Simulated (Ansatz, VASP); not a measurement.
# Two plane-wave programs on Si3C

```xyz
4
Lattice="1.6986 0.9807 5.8709 -1.6986 0.9807 5.8709 0.0000 -1.9614 5.8709" Properties=species:S:1:pos:R:3 pbc="T T T"
C     1.6986    0.9807    5.8528
Si    0.0000    0.0000    8.7468
Si    0.0000    0.0000    6.4089
Si    0.0000    0.0000   15.6847
```

Alike in both runs: task single point; functional PBE; k mesh 6 × 6 × 6; occupations fermi-dirac, width 0.02 eV; no spin polarisation.

```csv
,VASP,Ansatz
version,VASP 6.6.1,Ansatz 0.2.0
potentials or method,"VASP PAW PBE potentials, release 64 (C, Si)",plane waves
plane-wave cutoff (eV),520,420
valence electrons in the cell,16,16
```

Ansatz gave:

```
pressure (GPa)                                  : 1.9
largest component of the traceless stress (GPa) : 0.00
rms of the force components (eV/Å)              : 0.058
```

**Question.** Estimate VASP's values.

**Answer.** Pressure (GPa): 1.9; largest component of the traceless stress (GPa): 0.06; rms of the force components (eV/Å): 0.052.

Atom by atom the forces differ by 0.006 eV/Å (rms over components).

Caveats: the k mesh is coarse (spacing up to 0.36 Å⁻¹), so the values aren't converged.
